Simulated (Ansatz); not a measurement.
Starting cell, ZrO$_{2}$ (baddeleyite type, space group P2_1/c):

```
CELL_PARAMETERS angstrom
      5.18987     0.00000     0.00000
      0.00000     5.24188     0.00000
     -0.90466     0.00000     5.30184
ATOMIC_POSITIONS crystal
  Zr 0.27576 0.04379 0.21002
  Zr 0.72424 0.54379 0.28998
  Zr 0.72424 0.95621 0.78998
  Zr 0.27576 0.45621 0.71002
  O  0.06497 0.32630 0.35005
  O  0.93503 0.82630 0.14995
  O  0.93503 0.67370 0.64995
  O  0.06497 0.17370 0.85005
  O  0.45100 0.75674 0.47552
  O  0.54900 0.25674 0.02448
  O  0.54900 0.24326 0.52448
  O  0.45100 0.74326 0.97552
```

A phonon eigenvector at Γ is frozen into this cell: atom i moves by Q times the vector below, so Q is the largest atomic displacement, in Å. The cell is held.

```tsv
atom	x	y	z
Zr1	-0.714	0.192	0.674
Zr2	0.714	0.192	-0.674
Zr3	-0.714	0.192	0.674
Zr4	0.714	0.192	-0.674
O5	-0.312	-0.332	-0.057
O6	0.312	-0.332	0.057
O7	-0.312	-0.332	-0.057
O8	0.312	-0.332	0.057
O9	-0.338	-0.761	-0.144
O10	0.338	-0.761	0.144
O11	-0.338	-0.761	-0.144
O12	0.338	-0.761	0.144
```

Level of theory: PBE (plane waves to 420 eV, PAW, scalar-relativistic; Ansatz, a quantum-chemistry and plane-wave program). k mesh 5×5×5 (Γ-centred), Fermi-Dirac smearing 0.05 eV. ZrO2 is run without spin polarisation. ZrO2 was relaxed with its symmetry unable to fall. 

```
Q (Å)   −dE/dQ from forces (eV/Å)
------  -------------------------
-0.280                        ___
-0.233                        ___
-0.187                     16.480
-0.140                     11.942
-0.093                      7.782
-0.047                      3.841
0.000                       0.000
0.047                      -3.841
0.093                      -7.782
0.140                     -11.942
0.187                     -16.480
0.233                         ___
0.280                         ___
```

Fill in the missing entries.


- -0.280, −dE/dQ from forces (eV/Å): 27.646
- -0.233, −dE/dQ from forces (eV/Å): 21.614
- 0.233, −dE/dQ from forces (eV/Å): -21.614
- 0.280, −dE/dQ from forces (eV/Å): -27.646

(A displaced cell: forces are minus the slopes of the energy, force constants its curvatures, and phonons follow from these.)
